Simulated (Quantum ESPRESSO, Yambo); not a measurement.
# Excitons of GaN (P6_3mc) on ever denser meshes, part 2 of 5

Aim: follow the lowest exciton of GaN (P6_3mc) as the mesh is refined.

Quantum ESPRESSO 7.5 and Yambo 5.3.0; PBE and many-body steps on it, plane waves. Known limits of the many-body steps: not at the basis limit; no spin-orbit coupling; coarse k mesh; bindings not settled in the k mesh.

So far. Step 4 (Screening and self-energy, 3×3×4 mesh, 93 bands …): The gap on the mesh goes from 1.92 eV to 2.75 eV, a correction of +0.83 eV. Step 5 (Empty states on the mesh, 3×3×4 mesh, 36 bands): On this mesh the gap is 1.925 eV.

The database entry behind the starting cell has ideal inner coordinates that were not refined, so it need not match the best structure at ambient conditions.

**7. Excitons**

Optical absorption needs the electron-hole interaction, solved here in a basis of vertical transitions on the mesh.

This step: Bethe-Salpeter equation on PBE with a scissors shift, plane waves, norm-conserving pseudopotentials.

bse3.in

```
optics
bss
bse
em1s
dipoles
rim_cut
RandQpts= 1000000
RandGvec= 1 RL
Chimod= "HARTREE"
BSKmod= "SEX"
BSEmod= "resonant"
BSSmod= "d"
BSENGexx= 20 Ry
BSENGBlk= 4 Ry
% BSEQptR
 1 | 1 |
%
% BSEBands
 21 | 30 |
%
% BEnRange
 0 | 5 | eV
%
% BDmRange
 0.1 | 0.1 | eV
%
BEnSteps= 101
% BLongDir
 1 | 0 | 0 |
%
% BndsRnXs
 9 | 36 |
%
NGsBlkXs= 4 Ry
% LongDrXs
 1 | 1 | 1 |
%
% KfnQP_E
 0.826 | 1.0 | 1.0 |
%
WRbsWF
FFTGvecs= 47 Ry
```

Started as:

```sh
OMP_NUM_THREADS=1 mpirun -n 8 yambo -F bse3.in -J bse3 -C bse3 > bse3.log
```

What it wrote:

```text
 Yambo, version 5.3.0

 [02] CORE Variables Setup
 =========================

  [... cell, symmetries and grids as in the set-up ...]

  [02.05] Energies & Occupations
  ==============================

  [X] === General ===
  [X] Electronic Temperature                        :  0.000000  0.000000 [eV K]
  [X] Bosonic    Temperature                        :  0.000000  0.000000 [eV K]
  [X] Finite Temperature mode                       : no
  [X] El. density                                   :  0.11371E+25 [cm-3]
  [X] Fermi Level                                   :  11.67295 [eV]

  [X] === Gaps and Widths ===
  [X] Conduction Band Min                           :  1.924985 [eV]
  [X] Valence Band Max                              :  0.000000 [eV]
  [X] Filled Bands                                  :  26
  [X] Empty Bands                                   :   27   36
  [X] Direct Gap                                    :  1.924985 [eV]
  [X] Direct Gap localized at k                     :  1
  [X] Indirect Gap                                  :  1.924985 [eV]
  [X] Indirect Gap between kpts                     :  1  1
  [X] Last valence band width                       :  2.679442 [eV]
  [X] 1st conduction band width                     :  4.523312 [eV]

 [03] Transferred momenta grid and indexing
 ==========================================

 [BZ sampling] Q-grid is User defined and/or read from the database

 IBZ Q-points                                      :  10
 BZ  Q-points                                      :   36

 K/Q-points units:
 rlu = crystal or reduced units; cc = cartesian coordinates; iku = interal k-units

 Q [ 1]         [rlu]:  0.000000  0.000000  0.000000
 Q [ 2]         [rlu]:  0.000000  0.000000  0.250000
 Q [ 3]         [rlu]:  0.000000  0.000000 -0.500000
 Q [ 4]         [rlu]:  0.19298E-16  0.33333       0.0000
 Q [ 5]         [rlu]:  0.19298E-16  0.33333      0.25000
 Q [ 6]         [rlu]:  0.19298E-16  0.33333     -0.50000
 Q [ 7]         [rlu]:  0.333333  0.333333  0.000000
 Q [ 8]         [rlu]:  0.333333  0.333333  0.250000
 Q [ 9]         [rlu]:  0.333333  0.333333 -0.500000
 Q [10]         [rlu]: -0.19298E-16 -0.33333      0.25000

  [03.01] X + BSE indexes
  =======================

   [03.01.01] Sigma indexes
   ========================

 [04] Coloumb potential Random Integration (RIM)
 ===============================================

  [04.01] RIM initialization
  ==========================

  * Diagonal components only detected *

  8 x (sBL volume)        :  0.178622 [a.u.]
  sBZ random points       :  1000000
  Points outside the sBZ  :   7980387
  RL volume               :  0.803799 [a.u.]
  Integrated volume       :  0.805774 [a.u.]

  [04.02] RIM integrals
  =====================

  Gamma point sphere radius             :  0.102156 [a.u.]
  Points outside the sphere             :   813011
  [Int_sBZ(q=0) 1/q^2]*(Vol_sBZ)^(-1/3) =:  7.227592
                                 should be <:  7.795600

  Summary of Coulomb integrals for non-metallic bands |Q|[au] RIM/Bare

  Q [1] 0.100000E-4 0.927137 * Q [2] 0.160191 0.638233
  Q [3] 0.320381 0.868840 * Q [4] 0.401179 1.147031
  Q [5] 0.431979 1.090444 * Q [10] 0.431979 1.091323
  Q [6] 0.513409 1.024953 * Q [7] 0.694863 1.046392
  Q [8] 0.713089 1.039981 * Q [9] 0.765166 1.026591

 [WARNING] [BS] User bands 21-30 break level degeneracy

 [05] External/Internal QP corrections
 =====================================

 [QP_apply] Action to be applied: USER defined scissor

  [05.01]  QP corrections report
  ==============================

  [K+QP] === General ===
  [K+QP] Electronic Temperature                     :  0.000000  0.000000 [eV K]
  [K+QP] Bosonic    Temperature                     :  0.000000  0.000000 [eV K]
  [K+QP] Finite Temperature mode                    : no
  [K+QP] El. density                                :  0.11371E+25 [cm-3]
  [K+QP] Fermi Level                                :  0.000000 [eV]

  [K+QP] === Gaps and Widths ===
[...]
Eqp @ K [ 1]
  -142.1070 -142.1069  -92.8465  -92.8465  -92.8465  -92.8461  -92.8461  -92.8452
  -15.95057 -15.06905 -13.52704 -13.50708 -13.50708 -13.44638 -13.44638 -13.26589
  -13.26589 -13.16754 -13.16754 -11.88431  -7.06097  -1.03972  -1.03972  -0.06365
  -0.577937E-8   0.00000      2.75098      5.10359      10.0115      10.7483      10.7483      11.6323
   12.56549  12.56549  15.42102  16.47421
  Eqp @ K [ 2]
  -142.1070 -142.1069  -92.8464  -92.8463  -92.8463  -92.8461  -92.8461  -92.8454
  -15.77657 -15.13640 -13.50330 -13.50330 -13.46802 -13.46009 -13.46009 -13.24650
[...]
12.05678  12.05678  15.97061  17.28432
  Eqp @ K [ 3]
[...]
11.26455  11.26455  17.12786  17.12791
  Eqp @ K [ 4]
[...]
12.44886  14.01521  14.12578  17.10454
  Eqp @ K [ 5]
[...]
11.85232  13.73767  14.11977  17.53401
  Eqp @ K [ 6]
[...]
12.80470  12.80471  15.75106  15.75107
  Eqp @ K [ 7]
[...]
13.38771  13.38771  13.80381  19.24751
  Eqp @ K [ 8]
[...]
13.95996  14.36048  14.36049  17.11030
  Eqp @ K [ 9]
[...]
14.83284  14.83284  14.98899  14.98899
  -15.17160 -14.95016 -13.46618 -13.41797 -13.39464 -13.31659 -13.30107 -13.24981
  -13.21278 -13.16527 -12.70906 -11.68725  -5.93720  -4.68109  -3.67278  -2.15855
   -1.18559  -1.00719   5.26135   6.55614   8.01708   9.00554  10.82673  11.81557
   11.85232  13.73767  14.11977  17.53402

 [06] Dipoles
 ============

  [06.01] Setup: observables and procedures
  =========================================

  [WARNING] [x,Vnl] slows the Dipoles computation. To neglect it rename the ns.kb_pp file

  [WARNING] [r,Vnl^pseudo] included in position and velocity dipoles.

  [WARNING] In case H contains other non local terms, these are neglected

 [07] Static Dielectric Matrix
 =============================

 [SLK-Inversion]  Pools        :  2
 [SLK-Inversion]  BLACS grid   :  2  2

 [WR./bse3//ndb.em1s]------------------------------------------------------------
  Brillouin Zone Q/K grids (IBZ/BZ)                :   10   36   10   36
  RL vectors                                       :  1737 [WF]
  Coulomb cutoff potential                         : none
  Electronic Temperature                           :  0.000000 [K]
  Bosonic    Temperature                           :  0.000000 [K]
  Static diel. fun.  energies                      : Perdew, Burke & Ernzerhof(X)+Perdew, Burke & Ernzerhof(C)
  wavefunctions                                    : Perdew, Burke & Ernzerhof(X)+Perdew, Burke & Ernzerhof(C)
  Global Gauge                                     : length
  X matrix size                                    :   43
  X band range                                     :    9   36
  X e/h energy range                               : -1.000000 -1.000000 [eV]
  X Time ordering                                  : T
  X Hxc Kernel                                     : HARTREE
  X Drude frequency                                :  0.000000  0.000000
  X poles                                          :  100.0000 [o/o]
  RL vectors in the sum                            :  1737
  [r,Vnl] included                                 : yes
  Field direction                                  :  0.577350E-5  0.577350E-5  0.577350E-5
  BZ energy Double Grid                            : no
  BZ energy DbGd points                            : 0
  BZ Q point size factor                           : -1.000000
  X Optical Averaged directions                    : none

 [08] Bethe Salpeter Equation driver
 ===================================

  [08.01] Bethe Salpeter Equation @q1
  ===================================

   [08.01.01] Transition pre-analysis @q1
   ======================================

   [08.01.02] Transition Groups build-up @q1
   =========================================

   [BSK] Transition groups (total):   40
   [BSK] Size (resonant):   864
   [BSK]         (total):   864
   [BSK] N. of matrices :  1

   [08.01.03] Loading Dipoles @q1
   ==============================

   [08.01.04] Independent Particles properties @q1
   ===============================================

   ==========================================================

   [BSE] Exchange components :   465
   [BSE] Correlation components :    43   379

    [08.01.05.01] Screened interaction header I/O
    =============================================

    [08.01.05.02] Main kernel loop
    ==============================

    [08.01.05.03] Wave-Function Phases
    ==================================

    [BSE] WF phases found       :  41.66667 [o/o]

   [08.01.06] BSE solver(s) @q1
   ============================

   [SLK-Digonalization]  Pools        :  2
   [SLK-Digonalization]  BLACS grid   :  2  2

   [08.01.07] Diago Solver @q1
   ===========================

 [11] Game Over & Game summary
```

The job ended after 5.7 s (8 MPI ranks of Arm Neoverse V1, shared host; peak memory 2.1 GiB).

Numbers from this step:

```
transitions in the window                                      : 864
direct gap of the transition levels                            : 2.751 eV
lowest state                                                   : 2.423 eV
first strong exciton (over a fiftieth of the strongest listed) : 2.423 eV
binding of the lowest state below the direct gap               : 0.3282 eV
Coulomb term of one mesh cell                                  : 0.4088 eV
```

The binding is 0.80 times the screened Coulomb term of one mesh cell (0.41 eV), so it is not shown settled.

The lowest state lies at 2.423 eV, 0.328 eV under the direct gap.

Lines within 3 meV are set at the lowest of them, and the highest group, which the list may cut short, is left out. Exciton lines, with heights relative to the strongest:

```tsv
position (eV)	lines merged	strength, relative
2.423	2	99
2.498	1	0.0
3.450	2	0.0
3.750	2	57
3.796	2	0.3
4.434	2	0.0
4.523	2	0.0
4.654	2	0.0
4.855	1	0.0
5.066	4	0.0
5.183	3	100
```

Field along x; broadening 0.1 eV; transition window only. Limits: finite bands, cutoff and mesh; no spin-orbit coupling; coarse k mesh; exciton not shown settled in the k mesh. Table of ε₂ by photon energy; read off at these points:

```tsv
photon energy (eV)	BSE	no electron-hole interaction
0.00	0.0975	0.0623
0.15	0.107	0.0673
0.25	0.114	0.0709
0.40	0.127	0.0772
0.55	0.142	0.0845
0.70	0.162	0.0932
0.80	0.177	0.0999
0.95	0.205	0.112
1.10	0.242	0.127
1.20	0.274	0.139
1.35	0.338	0.161
1.50	0.433	0.191
1.60	0.524	0.217
1.75	0.739	0.269
1.90	1.15	0.350
2.05	2.08	0.482
2.15	3.58	0.627
2.30	11.7	1.03
2.40	27.7	1.60
2.45	27.1	2.08
2.55	11.3	4.05
2.70	3.60	15.9
2.85	1.84	10.2
2.95	1.41	4.18
3.10	1.17	1.72
3.25	1.25	1.04
3.40	1.77	0.832
3.50	2.78	0.819
3.65	8.80	0.991
3.75	17.3	1.33
3.80	14.0	1.64
3.90	5.72	2.95
4.05	2.23	10.9
4.20	1.42	6.74
4.30	1.26	2.89
4.45	1.26	1.30
4.60	1.53	0.864
4.75	2.21	0.725
4.85	3.23	0.710
5.00	7.74	0.774
```

The program warns that the window of bands cuts a degenerate level, which breaks the symmetry of states and spectrum.

**8. Triplet (no exchange term)**

bse4.in, as its differences from bse3.in of step 7:

```diff
@@ -12,3 +12,3 @@
 BSSmod= "d"
-BSENGexx= 20 Ry
+BSENGexx= 1 RL
 BSENGBlk= 4 Ry
```

Started as:

```sh
OMP_NUM_THREADS=1 mpirun -n 8 yambo -F bse4.in -J bse4,bse3_W -C bse4 > bse4.log
```

What it wrote:

```text
 Yambo, version 5.3.0

 [02] CORE Variables Setup
 =========================

  [... cell, symmetries and grids as in the set-up ...]

  [02.05] Energies & Occupations
  ==============================

  [X] === General ===
  [X] Electronic Temperature                        :  0.000000  0.000000 [eV K]
  [X] Bosonic    Temperature                        :  0.000000  0.000000 [eV K]
  [X] Finite Temperature mode                       : no
  [X] El. density                                   :  0.11371E+25 [cm-3]
  [X] Fermi Level                                   :  11.67295 [eV]

  [X] === Gaps and Widths ===
  [X] Conduction Band Min                           :  1.924985 [eV]
  [X] Valence Band Max                              :  0.000000 [eV]
  [X] Filled Bands                                  :  26
  [X] Empty Bands                                   :   27   36
  [X] Direct Gap                                    :  1.924985 [eV]
  [X] Direct Gap localized at k                     :  1
  [X] Indirect Gap                                  :  1.924985 [eV]
  [X] Indirect Gap between kpts                     :  1  1
  [X] Last valence band width                       :  2.679442 [eV]
  [X] 1st conduction band width                     :  4.523312 [eV]

 [03] Transferred momenta grid and indexing
 ==========================================

 IBZ Q-points                                      :  10
 BZ  Q-points                                      :   36

 K/Q-points units:
 rlu = crystal or reduced units; cc = cartesian coordinates; iku = interal k-units

 Q [ 1]         [rlu]:  0.000000  0.000000  0.000000
 Q [ 2]         [rlu]:  0.000000  0.000000  0.250000
 Q [ 3]         [rlu]:  0.000000  0.000000 -0.500000
[...]
[K+QP] Direct Gap                                 :  2.750985 [eV]
  [K+QP] Direct Gap localized at k                  :  1
  [K+QP] Indirect Gap                               :  2.750985 [eV]
  [K+QP] Indirect Gap between kpts                  :  1  1
  [K+QP] Last valence band width                    :  2.679442 [eV]
  [K+QP] 1st conduction band width                  :  4.523312 [eV]

  [coarse-grid] Minimum Bare Gap        [ev]:  1.924985
  [coarse-grid] Minimum Gap Correction  [ev]:  0.826000

  Eqp @ K [ 1]
  -142.1070 -142.1069  -92.8465  -92.8465  -92.8465  -92.8461  -92.8461  -92.8452
  -15.95057 -15.06905 -13.52704 -13.50708 -13.50708 -13.44638 -13.44638 -13.26589
  -13.26589 -13.16754 -13.16754 -11.88431  -7.06097  -1.03972  -1.03972  -0.06365
[...]
12.56549  12.56549  15.42102  16.47421
  Eqp @ K [ 2]
[...]
12.05678  12.05678  15.97061  17.28432
  Eqp @ K [ 3]
[...]
11.26455  11.26455  17.12786  17.12791
[...]
Eqp @ K [ 8]
[...]
Eqp @ K [ 9]
[...]
14.83284  14.83284  14.98899  14.98899
[...]
-13.21278 -13.16527 -12.70906 -11.68725  -5.93720  -4.68109  -3.67278  -2.15855
   -1.18559  -1.00719   5.26135   6.55614   8.01708   9.00554  10.82673  11.81557
   11.85232  13.73767  14.11977  17.53402

 [06] Dipoles
 ============

  [06.01] Setup: observables and procedures
  =========================================

  [WARNING] [r,Vnl^pseudo] included in position and velocity dipoles.

  [WARNING] In case H contains other non local terms, these are neglected

 [07] Static Dielectric Matrix
 =============================

    [08.01.05.02] Main kernel loop
    ==============================

    [08.01.05.03] Wave-Function Phases
    ==================================

    [BSE] WF phases found       :  41.66667 [o/o]

   [08.01.06] BSE solver(s) @q1
   ============================

   [SLK-Digonalization]  Pools        :  2
   [SLK-Digonalization]  BLACS grid   :  2  2

   [08.01.07] Diago Solver @q1
   ===========================

 [11] Game Over & Game summary
```

Elapsed: 3.3 s, on 8 MPI ranks; peak memory 2.1 GiB; 26 s of CPU time.

The lowest triplet lies at 2.357 eV; without spin-orbit coupling triplets are dark, so no spectrum is read.

The program warns that the window of bands cuts a degenerate level, which breaks the symmetry of states and spectrum.

**9. Empty states on the mesh, 6×6×4 mesh, 36 bands**

This step: Quantum ESPRESSO 7.5; DFT, PBE, plane waves, norm-conserving pseudopotentials.

pw.in

```
&control
  calculation = 'nscf'
  prefix = 'x'
  outdir = 'o'
  pseudo_dir = 'pseudo'
/
&system
  ibrav = 0
  nat = 4
  ntyp = 2
  ecutwfc = 104.0
  nbnd = 36
  force_symmorphic = .true.
/
&electrons
  conv_thr = 1e-9
  electron_maxstep = 80
  diago_full_acc = .true.
  diago_thr_init = 5e-6
/
ATOMIC_SPECIES
  Ga 69.723 Ga.upf
  N 14.007 N.upf
CELL_PARAMETERS angstrom
  3.1900000000 -0.0000000000 0.0000000000
  -1.5950000000 2.7626210381 0.0000000000
  0.0000000000 0.0000000000 5.1890000000
ATOMIC_POSITIONS crystal
  Ga 0.6666666667 0.3333333333 0.0000000000
  Ga 0.3333333333 0.6666666667 0.5000000000
  N 0.6666666667 0.3333333333 0.3750000000
  N 0.3333333333 0.6666666667 0.8750000000
K_POINTS automatic
  6 6 4 0 0 0
```

Started as:

```sh
OMP_NUM_THREADS=1 mpirun -n 8 pw.x -nk 4 -in pw.in > pw.out
```

What it wrote:

```text
[banner, memory and clock lines left out]
Program PWSCF v.7.5 starts

     Atomic positions and unit cell read from directory:
     o/x.save/

     Message from routine setup:
     using ibrav=0 with symmetry is DISCOURAGED, use correct ibrav instead

     bravais-lattice index     =            0
     lattice parameter (alat)  =       6.0282  a.u.
     unit-cell volume          =     308.5974 (a.u.)^3
     number of atoms/cell      =            4
     number of atomic types    =            2
     number of electrons       =        52.00
[...]
22.9037  22.9037  26.8176  28.1313

          k = 0.0000 0.0000-0.3074 (  5492 PWs)   bands (ev):

  -130.4340-130.4340 -81.1732 -81.1732 -81.1732 -81.1732 -81.1728 -81.1728
[...]
-1.5343  -1.5343  -1.4913  -1.4913   7.8213   7.8213  11.1399  11.1399
    11.1400  11.1400  15.9271  15.9271  20.1777  20.1777  22.1115  22.1115
    22.1115  22.1115  27.9748  27.9749

          k = 0.0000 0.1925 0.0000 (  5515 PWs)   bands (ev):

     [... further k-points ...]

     highest occupied, lowest unoccupied level (ev):    11.6730   13.5979

     XML data file, pseudopotentials, collected wavefunctions
```

The job ended after 2.9 s (8 MPI ranks; peak memory 0.44 GiB).

This step gave:

| Property | Result |
| --- | --- |
| gap | 1.925 eV |
| k of the valence top | 0, 0, 0 |
| k of the conduction bottom | 0, 0, 0 |
| least direct gap | 1.925 eV |
| k points computed | 24 |
| lowest point of the top converged band, above the valence top | 14.16 eV |

On this mesh the gap is 1.925 eV.

**10. Conversion and set-up**

This step: Yambo 5.3.0; conversion and set-up on PBE, plane waves, norm-conserving pseudopotentials.

Started as:

```sh
(cd o/x.save; p2y > p2y.log; mv SAVE ../..); yambo > setup.log
```

What it wrote:

```text
 Yambo, version 5.3.0

 [02] CORE Variables Setup
 =========================

  [02.01] Unit cells
  ==================

  Cell kind             :  HCP
  Atoms in the cell     :  Ga  N
  number of Ga atoms    :  2
  number of N  atoms    :  2

  List of atomic masses
  Mass of Ga    :  69.72300
  Mass of N     :  14.00700

  List of atomic coordinates    : [cc]
  Ga1       :  3.014113  1.740199  0.000000  order 1
  Ga2       : -0.30141E-09   3.4804       4.9029      order 2
  N1       :  3.014113  1.740199  3.677171  order 3
[...]
Q [ 1]         [rlu]:  0.000000  0.000000  0.000000
 Q [ 2]         [rlu]:  0.000000  0.000000  0.250000
 Q [ 3]         [rlu]:  0.000000  0.000000 -0.500000
[...]
Q [ 8]         [rlu]:  0.19298E-16  0.33333      0.25000
 Q [ 9]         [rlu]:  0.19298E-16  0.33333     -0.50000
 Q [10]         [rlu]: -0.28947E-16 -0.50000       0.0000
     [... 12 further rows ...]
 Q [23]         [rlu]: -0.19298E-16 -0.33333      0.25000
 Q [24]         [rlu]: -0.166667 -0.333333  0.250000

  [03.01] X indexes
  =================

   [03.01.01] Sigma indexes
   ========================

 [06] Game Over & Game summary
```

Wall time 3 s (1 MPI rank); peak memory 0.25 GiB.

[end of part 2 of 5]

[Paths, hosts, dates, memory and timing lines, banners, echoed tables and standing remarks are left out of the program output.]

[Logs are printed without paths, hosts, clocks, repeated set-up lines and the standing remarks that a program may print on its own settings, such as how far it seeks lower states.]

[Runs of the session that timed out or met a known fault of the program may be left out.]

[Hosts, paths, dates, database ids (printed as entryN), source tags and the programs' standing remarks are cut or masked in the printed files.]
